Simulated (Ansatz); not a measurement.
Write the native input for Ansatz 0.2.0 that does the following.

```
Task                : band structure
Functional          : LDA
Potentials or basis : all-electron LAPW, scalar-relativistic
Cutoff              : 270 eV (chosen from the basis error)
Basis error allowed : 0.001 eV/atom
k mesh              : 11 × 11 × 6
Occupations         : fermi-dirac, width 0.05 eV
Spin                : no spin polarisation
```

The system is Rh.

```
CELL_PARAMETERS angstrom
2.73098 0.00000 0.00000
-1.36549 2.36510 0.00000
0.00000 0.00000 4.42849
ATOMIC_POSITIONS crystal
Rh 0.33333 0.66667 0.25000
Rh 0.66667 0.33333 0.75000
```

This isn't the form of Rh at room conditions, which is fcc.

These files were run (other wordings do the same):

input.yaml

```yaml
crystal:
  lattice:
    - [2.7309790422, 0.0, 0.0]
    - [-1.3654895211, 2.3650972278, 0.0]
    - [0.0, 0.0, 4.428489]
  atoms:
    - { symbol: Rh, position: [0.3333333333, 0.6666666667, 0.25] }
    - { symbol: Rh, position: [0.6666666667, 0.3333333333, 0.75] }
kpoints:
  mp_grid: { grid: [11, 11, 6] }
  band_path:
    path:
      - [0.0, 0.0, 0.0]
      - [0.5, 0.0, 0.0]
      - [0.3333333333, 0.3333333333, 0.0]
      - [0.0, 0.0, 0.0]
      - [0.0, 0.0, 0.5]
      - [0.5, 0.0, 0.5]
      - [0.3333333333, 0.3333333333, 0.5]
      - [0.0, 0.0, 0.5]
    npoints: 6
scf:
  occupations: { method: fermi_dirac, width: 0.05 }
hamiltonian:
  xc: lda
  pseudopotentials: { kind: all_electron, lapw: { basis_error: 0.001 } }
output:
  forces: true
  stress: true
  eigenvalues: true
```

Potentials or basis: all-electron LAPW, scalar-relativistic.

Command:

```sh
$ ansatz run input.yaml --threads 1 --pin off --max-ram 3072MiB --backend cpu --events-out ev --progress --plain --runs-dir out
```

It gave:

| Property | Result |
| --- | --- |
| Pressure | -19.4 GPa |
| Band gap along the path | none (metal or under the smearing width) |

Run time: 37 s on 1 thread of Intel(R) Xeon(R) Processor @ 2.70GHz (shared host), peak memory 0.39 GiB.
